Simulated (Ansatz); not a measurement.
Relaxed sheet of Ge (a trial structure of the honeycomb type), cell area A = 14.012 Å²:

```
Ge
1.0
     4.02238    0.00000    0.00000
    -2.01119    3.48348    0.00000
     0.00000    0.00000   28.00000
Ge
2
Direct
  0.33333 0.66667 0.51221
  0.66667 0.33333 0.48779
```

These are results of DFT PBE+D3(BJ), scalar-relativistic, plane waves, PAW in Ansatz, not measurements. Plane waves to 420 eV, a k mesh through Γ of 12×12×1 on the computed 2-atom cell and Gaussian smearing (0.10 eV); no spin polarisation. The sheet is isolated along c (Coulomb cut-off).

Under biaxial strain, atoms relaxed, stress positive in compression; ΔE is the free energy at this smearing, of which the stress is the derivative:

| strain (%) | σxx (N/m) | σyy (N/m) | ΔE (meV/cell) | thickness (Å) |
| --- | --- | --- | --- | --- |
| -2 | 1.427 | 1.427 | 23.55 | 0.717 |
| +2 | -1.198 | -1.198 | 22.49 | 0.660 |

(1) Which in-plane elastic constants follow from the stresses?

(2) Do the energies agree?

(3) The unstrained thickness between the outer atoms is 0.684 Å. How does it respond?

Results:

(1) With εxx = εyy = ε the tension along x is (C11 + C12)ε. The central difference gives C11 + C12 = (1.427 − (-1.198))/0.04 = 65.6 N/m and C22 + C12 = 65.6 N/m. The layer modulus for a change of area, (C11 + C22 + 2C12)/4, is 32.8 N/m.

(2) The second difference [ΔE(−ε) + ΔE(+ε)]/(A·ε²) = (23.55 + 22.49) meV/(14.012 Å² × 0.0004) × 16.02 N/m per eV/Å² = 131.6 N/m should equal C11 + C22 + 2C12 = 131.2 N/m; they differ by 0.3 %, so the two routes agree. The stress in compression and in tension differ in size because of the third-order constants.

(3) d ln t/dε = (0.660 − 0.717)/(0.684 × 0.04) = -2.08: the sheet thins as it is stretched, as its bonds turn towards the plane.

The sheet resists a uniform change of area with a layer modulus of 32.8 N/m, far softer than graphene, as expected for longer, weaker Ge–Ge bonds. Germanium's extended p orbitals overlap poorly side by side, so a flat sheet gains little from π bonding; buckling mixes σ and π states and moves the bonding from sp² towards sp³. Stretching partly reverses this, but the thickness response of -2.08 shows that bond rotation is not the main way the strain is taken up. Were the bonds rigid, the geometry of the cell would require the sheet to thin several times faster. Most of the imposed strain therefore goes into bond length, and the modulus chiefly reflects σ-bond stretching, with the change in buckling providing a partial relaxation that probably softens the sheet compared with one held at fixed thickness. The equal stresses along x and y follow from the hexagonal symmetry, and because equibiaxial strain probes only the sum of C11 and C12, neither Young's modulus nor Poisson's ratio can be derived from these data.
